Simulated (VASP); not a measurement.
The system is TaC.

```
Ta C
1.0
     0.00000    2.22300    2.22300
     2.22300    0.00000    2.22300
     2.22300    2.22300    0.00000
Ta C
1 1
Direct
  0.00000 0.00000 0.00000
  0.50000 0.50000 0.50000
```

| Property | Result |
| --- | --- |
| Program | VASP 6.6.1 |
| Task | relaxation of cell and atoms |
| Functional | PBE |
| Potentials or basis | VASP PAW PBE potentials, release 64 (Ta_pv, C) |
| Cutoff | 520 eV |
| k mesh | 16 × 16 × 16 |
| Occupations | gaussian, width 0.1 eV |
| Spin | no spin polarisation |

At the start: pressure 7.4 GPa; volume 10.99 Å³/atom.

**Question.** How do energy, volume and symmetry change on relaxing?

**Answer.** Over 4 steps the energy falls by 5.5 meV/atom and the volume is 11.23 Å³/atom (+2.2 %); space group Fm-3m (No. 225, to 0.05 Å).

The path:
```csv
step,energy change (eV),largest force (eV/Å),pressure (GPa),volume (Å³)
1,0.0000,0.0000,7.43,21.97
2,0.0460,0.0000,-14.87,23.63
3,-0.0110,0.0000,-0.12,22.46
4,-0.0110,0.0000,0.02,22.45
```

Final structure:
```xyz
2
Lattice="0.0000 2.2392 2.2392 2.2392 0.0000 2.2392 2.2392 2.2392 0.0000" Properties=species:S:1:pos:R:3 pbc="T T T"
Ta    0.0000    0.0000    0.0000
C     2.2392    2.2392    2.2392
```
